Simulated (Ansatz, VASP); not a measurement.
KCl in VASP and in Ansatz

```
K Cl
1.0
     0.00000    3.15610    3.15610
     3.15610    0.00000    3.15610
     3.15610    3.15610    0.00000
K Cl
1 1
Cartesian
  0.0000 0.0000 0.0000
  3.1561 3.1561 3.1561
```

Alike in both runs: task single point; functional LDA; k mesh 7 × 7 × 7; occupations fermi-dirac, width 0.03 eV; no spin polarisation.

|  | VASP | Ansatz |
| --- | --- | --- |
| version | VASP 6.6.1 | Ansatz 0.2.0 |
| potentials or method | VASP PAW LDA potentials, release 64 (K_sv, Cl), cutoff 520 eV | all-electron LAPW, scalar-relativistic |

|  | VASP | Ansatz | Ansatz less VASP |
| --- | --- | --- | --- |
| gap on the k mesh at the Fermi level (eV) | 4.72 | 4.71 | -0.003 |
| pressure (GPa) | -2.0 | -2.1 | -0.03 |

Ansatz ran all-electron here, so the differences hold the error of VASP's frozen core and of both bases.

Caveats: an odd mesh through Γ misses points on the zone boundary, where band edges often lie. As with any semilocal functional, this LDA gap is likely too small.
